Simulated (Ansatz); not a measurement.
# Ta2C: compression at zero temperature

The task here is to estimate one member of a computed series from the others.

Method: DFT r2SCAN, scalar-relativistic, plane waves, PAW, in Ansatz 0.2.0.

1 further run of the same task is left out (set aside as unsound or not needed).

## Starting point

The structure is trigonal, space group P-3m1 (No. 164). The conventional cell has a = 3.110 Å, b = 3.110 Å, c = 4.942 Å, α = 90.00°, β = 90.00°, γ = 120.00°. Ta (site symmetry 3m) has 3 C at 2.19 Å as nearest neighbours. Around C (site symmetry -3m) lie 6 Ta at 2.19 Å.

Coordinates:

```xyz
3
Lattice="3.1102 0.0000 0.0000 -1.5551 2.6935 0.0000 0.0000 0.0000 4.9423" Properties=species:S:1:pos:R:3 pbc="T T T"
Ta    0.0000    1.7957    1.2532
Ta    1.5551    0.8978    3.6891
C     0.0000    0.0000    0.0000
```

It is the result of an earlier relaxation at this level (volume 13.80 Å³/atom; gap on the mesh: none (metal)).

The first run:

File input.yaml:

```yaml
crystal:
  lattice:
    - [3.1301794115, 0.0, 0.0]
    - [-1.5650897058, 2.7108148888, 0.0]
    - [0.0, 0.0, 4.9741043038]
  atoms:
    - { symbol: Ta, position: [0.3333333333, 0.6666666667, 0.2535635793] }
    - { symbol: Ta, position: [0.6666666667, 0.3333333333, 0.7464364207] }
    - { symbol: C, position: [0.0, 0.0, 0.0] }
basis:
  ecutwfc: 500
kpoints:
  mp_grid: { grid: [18, 18, 8] }
hamiltonian:
  xc: r2scan
scf:
  occupations: { method: gaussian, width: 0.1 }
output:
  forces: true
  stress: true
  eigenvalues: true
relax:
  adjacent_minimum: "off"
  f_tol: 0.008
  max_steps: 50
  cell: { stress_tol: 0.08, p_target: -2.0 }
```

Started as:

```bash
$ ansatz run input.yaml --threads 1 --pin off --max-ram 2560MiB --backend cpu --events-out ev --progress --plain --runs-dir out
```

Among the steps run: Relaxing at -2 GPa; 2 GPa; 5 GPa; Relaxing at 10 GPa; Target pressure 20 GPa; 40 GPa.

One of the session's tables, all rows but one given; the rest of the session is left out.

Lengths are those of the vectors of the cell that was run:

```
P (GPa)  V (Å³/atom)  a (Å)  b (Å)  c (Å)  ΔH (eV/atom)
     -2        13.90  3.118  3.118  4.954        -0.173
      0        13.80  3.110  3.110  4.942         0.000
      2            ?      ?      ?      ?             ?
      5        13.56  3.092  3.092  4.914         0.427
     10        13.34  3.074  3.074  4.888         0.846
     20        12.94  3.043  3.043  4.842         1.666
     40        12.29  2.989  2.989  4.765         3.240
```

Q: Estimate the row for P (GPa) = 2 from the others.

Worked estimate for «V (Å³/atom)». A straight line through the neighbours (0, 13.80) and (5, 13.56) gives 13.80 + (13.56 − 13.80) × (2 − 0) / (5 − 0) = 13.70; a parabola fitted to 4 rows on both sides gives 13.70.

**Answer.** V (Å³/atom): 13.70; a (Å): 3.103; b (Å): 3.103; c (Å): 4.930; ΔH (eV/atom): 0.172. In «V (Å³/atom)» the line misses by 0.00 and the parabola by 0.00.

ΔH is E + PV over the energy at zero pressure; a, b and c are the vectors of the computed cell. 
